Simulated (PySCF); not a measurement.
# C5H5N: calculation and literature

Geometry (Å), atoms numbered from 1 in this order:
```xyz
11

C    -0.3999    1.1240    0.0235
C    -1.1371    0.0936    0.6016
C    -0.6228   -1.2022    0.5451
N     0.5369   -1.5080   -0.0310
C     1.2347   -0.5173   -0.5806
C     0.8145    0.8131   -0.5830
H    -0.7664    2.1535    0.0450
H    -2.0952    0.2862    1.0892
H    -1.1795   -2.0343    0.9922
H     2.1857   -0.7939   -1.0510
H     1.4291    1.5853   -1.0510
```

Measured values that the calculation should reproduce: δ 13C C3/C5 149.6; C1 136.1; C2/C6 123.8; δ 1H H9/H10 8.58; H7 7.79; H8/H11 7.39 ppm (measured; solution, DMSO-d6, 298 K; Fulmer et al., Organometallics 2010, 29, 2176).
δ 13C C3/C5 150.7; C1 136.6; C2/C6 124.6; δ 1H H9/H10 8.58; H7 7.76; H8/H11 7.35 ppm (measured; solution, acetone-d6, 298 K; Fulmer et al., Organometallics 2010, 29, 2176). Coupling constants: 3J(C3,H10) 10.9 Hz, 1J(C2,H8) 162.5 Hz, 3J(C2,H11) 6.4 Hz, 3J(C3,C6) 13.9 Hz.

PySCF calculation with spin–spin couplings from B3LYP/pcJ-1 (spin–dipole term only in couplings to heteroatoms), geometry: PBE0-D3(BJ)/def2-SVP and GIAO PBE0/pcSseg-1 shieldings; non-relativistic Hamiltonian, rapidly exchanging positions averaged, single conformer, no solvent model.

Question: How close does the calculation come?

Answer: 
Reference values: measured (solution, DMSO-d6, 298 K; Fulmer et al., Organometallics 2010, 29, 2176).
```json
{"atoms": "C3/C5", "quantity": "δ 13C", "reference": "149.6", "computed": "156.1", "computed, scaled": "150.9"}
{"atoms": "C1", "quantity": "δ 13C", "reference": "136.1", "computed": "140.8", "computed, scaled": "136.1"}
{"atoms": "C2/C6", "quantity": "δ 13C", "reference": "123.8", "computed": "128.5", "computed, scaled": "124.2"}
{"atoms": "H9/H10", "quantity": "δ 1H", "reference": "8.58", "computed": "8.80", "computed, scaled": "8.55"}
{"atoms": "H7", "quantity": "δ 1H", "reference": "7.79", "computed": "7.70", "computed, scaled": "7.51"}
{"atoms": "H8/H11", "quantity": "δ 1H", "reference": "7.39", "computed": "7.22", "computed, scaled": "7.06"}
```

Reference values: measured (solution, acetone-d6, 298 K; Fulmer et al., Organometallics 2010, 29, 2176).
| atoms | quantity | reference | computed | computed, scaled |
| --- | --- | --- | --- | --- |
| C3/C5 | δ 13C | 150.7 | 156.1 | 150.9 |
| C1 | δ 13C | 136.6 | 140.8 | 136.1 |
| C2/C6 | δ 13C | 124.6 | 128.5 | 124.2 |
| H9/H10 | δ 1H | 8.58 | 8.80 | 8.55 |
| H7 | δ 1H | 7.76 | 7.70 | 7.51 |
| H8/H11 | δ 1H | 7.35 | 7.22 | 7.06 |

Computed shifts are σ(ref) − σ with the named reference compound (TMS for H and C) calculated as an isolated molecule at the same level. The measured values may be among those fitted. Shieldings were converted by linear fits to measured shifts (mostly CDCl3, TMS scale, for H and C): 1H: δ = 29.85 − 0.948σ (rms 0.21 ppm, 133 shifts); 13C: δ = 178.46 − 0.972σ (rms 2.0 ppm, 209 shifts, 2.2 ppm with the 3 outliers that the fit left out). A few per cent of atoms miss by over 2 rms, more outside the fitted compound classes.

Coupling constants in Hz (some tables give magnitudes without signs):
```tsv
coupling	reference	computed	source
3J(C3,H10)	10.9	12.2	measured; liquid or solution; F. J. Weigert, PhD thesis, Caltech 1968 (Carbon-13 magnetic resonance spectroscopy)
1J(C2,H8)	162.5	170.0	measured; liquid or solution; F. J. Weigert, PhD thesis, Caltech 1968 (Carbon-13 magnetic resonance spectroscopy)
3J(C2,H11)	6.4	6.8	measured; liquid or solution; F. J. Weigert, PhD thesis, Caltech 1968 (Carbon-13 magnetic resonance spectroscopy)
3J(C3,C6)	13.9	13.2	measured; liquid or solution; F. J. Weigert, PhD thesis, Caltech 1968 (Carbon-13 magnetic resonance spectroscopy)
```

Question: How far are the unscaled 13C shifts from the references?

Answer: Mean signed difference +4.90 ppm, mean absolute 4.90 ppm over 6 comparisons; the largest is +6.5 ppm at C3/C5 (aromatic CH next to a ring nitrogen).

Question: How far are the unscaled 1H shifts from the references?

Answer: Mean signed difference -0.00 ppm, mean absolute 0.15 ppm over 6 comparisons; the largest is +0.22 ppm at H9/H10 (hydrogen on an aromatic CH next to a ring nitrogen).

16 of the 92 published NMR values on file for this molecule are compared. The rest: values from further sources, protons in aromatic solvents, values whose atom or origin is in doubt.

Unscaled 3J(H,H) at this level run about 9 % above measured values.
